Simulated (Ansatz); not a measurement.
All numbers below come from DFT PBE, scalar-relativistic, plane waves, PAW (Ansatz).

Settings: cutoff 420 eV, Γ-centred mesh 14×14×4 on the computed 4-atom cell, Gaussian smearing of 0.10 eV; no spin polarisation.

Structure with the computed forces (eV/Å) in the last three columns:

```xyz
4
Lattice="2.9099 -0.0005 0.0012 -1.4554 2.5192 0.0054 0.0042 0.0235 9.8715" Properties=species:S:1:pos:R:3:forces:R:3 pbc="T T T" pressure_GPa=1.92
Li    0.0658   -0.0020    0.0125   -0.0200    0.0050    0.0400
Li   -0.0428    1.7451    2.5217    0.0220   -0.0190   -0.1610
Li    0.0386   -0.0808    4.8408   -0.0160    0.0230    0.2210
Li    1.3991    0.8915    7.4390    0.0140   -0.0100   -0.1010
```

Stress tensor (GPa, compression positive):

```
 2.31  0.01 -0.04
 0.01  2.25  0.00
-0.04  0.00  1.21
```

This form isn't the element's structure at ambient conditions.